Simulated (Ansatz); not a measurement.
One structure, 3 elements: InP, InAs, InSb

Plane-wave DFT in Ansatz with scalar-relativistic PAW potentials, cutoff 420 eV, Γ-centred meshes chosen by cell and gap, Gaussian smearing with energies taken to zero width. Every cell was relaxed (cell and atoms) in a run of its own, within the symmetry of its start. Functional: PBEsol.

All members share space group Fm-3m and the same sites; only the element on one set of sites changes (P, As, Sb). Members needn't be the stable form of their composition. Energies over the elements, where given, are against the elements' standard states in the same functional (H₂, N₂, O₂ and halogens uncorrected, Hg as a solid). The first member:

Space group Fm-3m (No. 225). a = 5.459 Å, b = 5.459 Å, c = 5.459 Å, α = 90.00°, β = 90.00°, γ = 90.00°
```json
{"atom": "In", "site": "4b", "symmetry": "m-3m", "x": "0.5000", "y": "0.0000", "z": "0.0000"}
{"atom": "P", "site": "4a", "symmetry": "m-3m", "x": "0.0000", "y": "0.0000", "z": "0.0000"}
```

| compound | V (Å³/atom) | a (Å) | energy over elements (eV/atom) |
| --- | --- | --- | --- |
| InP | 20.34 | 5.459 | -0.031 |
| InSb | 27.54 | 6.040 | 0.004 |

Question: Predict the member with As.

Answer: V (Å³/atom) 22.58, a (Å) 5.653, energy over elements (eV/atom) -0.059. Interpolating linearly in period between P and Sb would give 23.94 Å³/atom (6.0 % too large), with -0.013 eV/atom over the elements. Over the whole series the volume grows at each step down the group; all are metallic on the mesh; binding against the elements is strongest for As.

Spin-orbit coupling is left out, which matters for the bands of heavy elements.